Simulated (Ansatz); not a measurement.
# GaP: the cost of one run

Program: Ansatz 0.2.0. Level of theory: DFT r2SCAN, scalar-relativistic, plane waves, PAW. These are calculated values, not measurements.

### 1 The starting structure

It takes space group F-43m (No. 216, cubic). The conventional cell has a = 5.451 Å, b = 5.451 Å, c = 5.451 Å, α = 90.00°, β = 90.00°, γ = 90.00°. Around Ga (site symmetry -43m) lie 4 P at 2.36 Å. P (site symmetry -43m) is surrounded by 4 Ga at 2.36 Å.

As a file:

```
CELL_PARAMETERS angstrom
0.00000 2.72525 2.72525
2.72525 0.00000 2.72525
2.72525 2.72525 0.00000
ATOMIC_POSITIONS crystal
Ga 0.00000 0.00000 0.00000
P 0.75000 0.75000 0.75000
```

The cell is taken as given, not relaxed at this level.

### 2 The reference cell

Reference values: F = -4550.4829 eV; pressure 0.04 GPa; largest force 0.000 eV/Å; gap on the mesh 1.89 eV. It was computed beforehand with the settings of the runs below.

### 3 The scan: a strain scan

The cell is strained by ε times the Voigt pattern (1, 0, 0, 0, 0, 0) (xx, yy, zz, yz, xz, xy; engineering shear), with fractional coordinates fixed (clamped ions). The stress on the pattern is the sum of the stress components weighted by it, tension positive.

### 4 At ε = -0.1000

File input.yaml:

```yaml
crystal:
  lattice:
    - [0.0, 2.72525, 2.72525]
    - [2.452725, 0.0, 2.72525]
    - [2.452725, 2.72525, 0.0]
  atoms:
    - { symbol: Ga, position: [0.0, 0.0, 0.0] }
    - { symbol: P, position: [0.75, 0.75, 0.75] }
basis:
  ecutwfc: 500
kpoints:
  mp_grid: { grid: [8, 8, 8] }
hamiltonian:
  xc: r2scan
scf:
  occupations: { method: gaussian, width: 0.05 }
output:
  forces: true
  stress: true
  eigenvalues: true
```

Started as:

```sh
$ ansatz run input.yaml --threads 1 --pin off --max-ram 2560MiB --backend cpu --events-out ev --progress --plain --runs-dir out
```

**Question.** How long does this run take on 1 thread of Arm Neoverse V1, shared host, and how much memory does it need?

About 9.2 s, with a peak of 0.42 GiB.
